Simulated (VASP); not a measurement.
AgCl, 2 atoms in the cell. Symmetry: Pm-3m, No. 221, cubic system. The conventional cell has a = 3.434 Å, b = 3.434 Å, c = 3.434 Å, α = 90.00°, β = 90.00°, γ = 90.00°. Ag (site symmetry m-3m) has 8 Cl at 2.97 Å as nearest neighbours. Around Cl (site symmetry m-3m) lie 8 Ag at 2.97 Å. Measurements of this composition are mostly on another form, of space group No. 225.

```yaml
Program: VASP 6.6.1
Task: single point
Functional: PBE
Potentials_or_basis: VASP PAW PBE potentials, release 64 (Ag, Cl)
Cutoff: 500 eV
k_mesh: 8 × 8 × 8
Occupations: gaussian, width 0.1 eV
Spin: no spin polarisation
Further_INCAR_settings: ALGO = Normal; EDIFF = 1.00e-06; NBANDS = 16
```

Potentials or basis: VASP PAW PBE potentials, release 64 (Ag, Cl).

Launch:

```sh
$ python run.py
```

Hardware: 1 thread of AMD EPYC 7R43 64-Core Processor (Zen 3), with other jobs on the host.

Estimate the wall time of this run.

Run time: 34 s on 1 thread of AMD EPYC 7R43 64-Core Processor (Zen 3), on a shared host, peak memory 0.13 GiB. Counts: scf iterations 12, k points 35.
